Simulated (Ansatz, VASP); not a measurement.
# Two plane-wave programs on Pd

```xyz
1
Lattice="-1.5686 1.5686 1.5686 1.5686 -1.5686 1.5686 1.5686 1.5686 -1.5686" Properties=species:S:1:pos:R:3 pbc="T T T"
Pd    0.0000    0.0000    0.0000
```

This isn't the form of Pd at room conditions, which is fcc.

Alike in both runs: functional PBE; k mesh 18 × 18 × 18; occupations gaussian, width 0.1 eV; no spin polarisation.

Ansatz relaxed the structure, and its values are those at the end. VASP's run is a single point on that final structure, the one shown.

```csv
,VASP,Ansatz
version,VASP 6.6.1,Ansatz 0.2.0
potentials or method,"VASP PAW PBE potentials, release 64 (Pd)","scalar-relativistic, plane waves, PAW"
plane-wave cutoff (eV),520,420
valence electrons in the cell,10,18
```

|  | VASP | Ansatz | Ansatz less VASP |
| --- | --- | --- | --- |
| gap on the k mesh at the Fermi level (eV) | none | none | - |
| pressure (GPa) | -0.3 | 0.0 | +0.31 |

A gap of «none» marks a metal or a gap that the smearing closes. The functional is the same, so the differences come from potentials, cutoffs and numerics. The two sets of potentials don't hold the same shells in valence.
